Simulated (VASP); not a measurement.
Set up this calculation in VASP 6.6.1, as the native input.

| Property | Result |
| --- | --- |
| Task | relaxation of cell and atoms |
| Functional | PBE |
| Potentials or basis | VASP PAW PBE potentials, release 64 (Ta_pv) |
| Cutoff | 520 eV |
| k mesh | 18 × 18 × 18 |
| Occupations | gaussian, width 0.1 eV |
| Spin | non-collinear spin, zero start, spin-orbit coupling |
| Starting moments | [[0.0, 0.0, 0.0]] μB |
| Further INCAR settings | ALGO = Normal; EDIFF = 1e-07; IBRION = 2; EDIFFG = -0.002; NSW = 80; ISIF = 3 |

The structure of Ta lies in POSCAR:

```
Ta
1.0
   -1.6512800000      1.6512800000      1.6512800000
    1.6512800000     -1.6512800000      1.6512800000
    1.6512800000      1.6512800000     -1.6512800000
Ta
1
Direct
    0.0000000000      0.0000000000      0.0000000000
```

One way to write it, as run:

INCAR

```
SYSTEM = Ta
PREC = Accurate ; ENCUT = 520
EDIFF = 1E-7 ; ISMEAR = 0
SIGMA = 0.1 ; LREAL = .False.
LASPH = .True. ; NELM = 80
ALGO = Normal ; ISIF = 3
LWAVE = .False. ; LCHARG = .False.
LNONCOLLINEAR = .True. ; MAGMOM = 0 0 0
LORBIT = 11 ; LSORBIT = .True.
GGA_COMPAT = .False. ; LMAXMIX = 4
GGA = PE ; IBRION = 2
NSW = 80 ; EDIFFG = -0.002
KPAR = 4
```

KPOINTS

```
Automatic mesh
0
Gamma
  18 18 18
  0 0 0
```

Potentials or basis: VASP PAW PBE potentials, release 64 (Ta_pv).

Run with:

```sh
$ cat potpaw_PBE.64/Ta_pv/POTCAR > POTCAR
$ mpirun -np 4 vasp_ncl > vasp.out
```

It gave:

```yaml
Relaxed_volume: 18.26 Å³/atom
Relaxed_cell: a = 2.873 Å, b = 2.873 Å, c = 2.873 Å, α = 109.47°, β = 109.47°, γ = 109.47°
Space_group_after_relaxing_to_0.05_Å: Im-3m (No. 229)
Energy_gained_by_relaxing: 2.1 meV/atom
Ionic_steps: 3
Pressure_after_relaxing: 0.0 GPa
Net_moment: 0.00 μB per cell
Valence_electrons_inside_the_program's_atomic_spheres: Ta 8.92
```

Run time: 38 s on 4 MPI ranks on Intel(R) Xeon(R) Platinum 8559C (Emerald Rapids), on a shared host, peak memory 0.27 GiB a rank.
